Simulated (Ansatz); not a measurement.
Set up this calculation in Ansatz 0.2.0, as the native input.

```
Task                                : band structure
Functional                          : PBE
Potentials or basis                 : Ansatz PAW
Cutoff                              : 420 eV (not typed: the program's choice for these potentials)
k mesh                              : 7 × 7 × 7
Occupations                         : fermi-dirac, width 0.05 eV
Spin                                : no spin polarisation
Hubbard terms                       : Ti d U = 2 eV
Path                                : [["G", "Y", "T", "Z", "G", "X", "A1", "Y"], ["T", "X1"], ["X", "A", "Z"], ["L", "G"]]
Points for each segment of the path : 14
Hubbard projectors                  : ortho-atomic (the default)
Double counting                     : fll (the default)
```

Crystal: TiSi2.

```xyz
6
Lattice="0.0000 4.1175 4.2629 2.3895 0.0000 4.2629 2.3895 4.1175 0.0000" Properties=species:S:1:pos:R:3 pbc="T T T"
Ti    3.5843    6.1763    6.3943
Ti    2.3895    4.1175    4.2629
Si    1.1948    3.3975    2.1314
Si    1.1948    0.7200    2.1314
Si    2.3895    1.3387    4.2629
Si    2.3895    6.8963    4.2629
```

The cell is a database's computed one.

One way to write it, as run:

input.yaml

```yaml
crystal:
  lattice:
    - [0.0, 4.1175163063, 4.2628978354]
    - [2.3895119538, 0.0, 4.2628978354]
    - [2.3895119538, 4.1175163063, 0.0]
  atoms:
    - { symbol: Ti, position: [0.75, 0.75, 0.75] }
    - { symbol: Ti, position: [0.5, 0.5, 0.5] }
    - { symbol: Si, position: [0.41256561, 0.08743439, 0.41256561] }
    - { symbol: Si, position: [0.08743439, 0.41256561, 0.08743439] }
    - { symbol: Si, position: [0.16256561, 0.83743439, 0.16256561] }
    - { symbol: Si, position: [0.83743439, 0.16256561, 0.83743439] }
hamiltonian:
  xc: pbe
  pseudopotentials: { kind: paw }
  hubbard: { sites: [{ species: Ti, l: d, u_eff: 2.0 }] }
kpoints:
  mp_grid: { grid: [7, 7, 7] }
  band_path:
    path:
      - [[0.0, 0.0, 0.0], [0.5, 0.0, 0.5], [1.0, 0.5, 0.5], [0.5, 0.5, 0.0], [0.0, 0.0, 0.0], [0.0, 0.4127457158, 0.4127457158], [0.5, 0.2443551471, 0.7443551471], [0.5, 0.0, 0.5]]
      - [[1.0, 0.5, 0.5], [1.0, 0.5872542842, 0.5872542842]]
      - [[0.0, 0.4127457158, 0.4127457158], [0.5, 0.7556448529, 0.2556448529], [0.5, 0.5, 0.0]]
      - [[0.5, 0.5, 0.5], [0.0, 0.0, 0.0]]
    npoints: 14
scf:
  occupations: { method: fermi_dirac, width: 0.05 }
  n_extra_bands: 15
output:
  forces: true
  stress: true
  eigenvalues: true
  fatbands: false
```

Potentials or basis: Ansatz PAW.

Run with:

```sh
$ ansatz run input.yaml --threads 2 --pin off --max-ram 5632MiB --backend cpu --events-out ev --progress --plain --runs-dir out
```

It gave:

```
Pressure               : 3.6 GPa
Largest force          : 0.038 eV/Å
Band gap on the k mesh : none (metal or under the smearing width)
```

Caveat: U without spin polarisation on a metal has little footing; the U is typed as a test and isn't derived for this compound.

It took 17 s on 2 threads of Arm Neoverse V1, with other jobs on the host, peak memory 0.66 GiB.
